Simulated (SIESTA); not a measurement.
The system is Nb.

```
Nb
1.0
    -1.66395    1.66395    1.66395
     1.66395   -1.66395    1.66395
     1.66395    1.66395   -1.66395
Nb
1
Direct
  0.00000 0.00000 0.00000
```

Base run:

* Program: SIESTA 5.4.2
* Functional: PBEsol
* Potentials or basis: PseudoDojo 0.4 standard (PBEsol files)
* Basis: DZP (energy shift 0.003 Ry; two zetas on semicore shells)
* Grid cutoff: 800 Ry
* Energy shift: 0.003 Ry
* k mesh: 11 × 11 × 11
* Occupations: fermi-dirac, width 0.05 eV
* Spin: no spin polarisation

Its results: band gap on the k mesh none (metal or under the smearing width); pressure -6.4 GPa.

**Question.** The run is repeated on the same cell with these changes: functional from PBEsol to LDA; potentials or basis from PseudoDojo 0.4 standard (PBEsol files) to PseudoDojo 0.4 standard (LDA files). What comes out?

**Answer.** Band gap on the k mesh none (metal or under the smearing width); pressure -10.2 GPa.

Caveats: the basis of atomic orbitals isn't converged, which shifts pressures, moduli and gaps.

Not every run made on this cell is shown here.
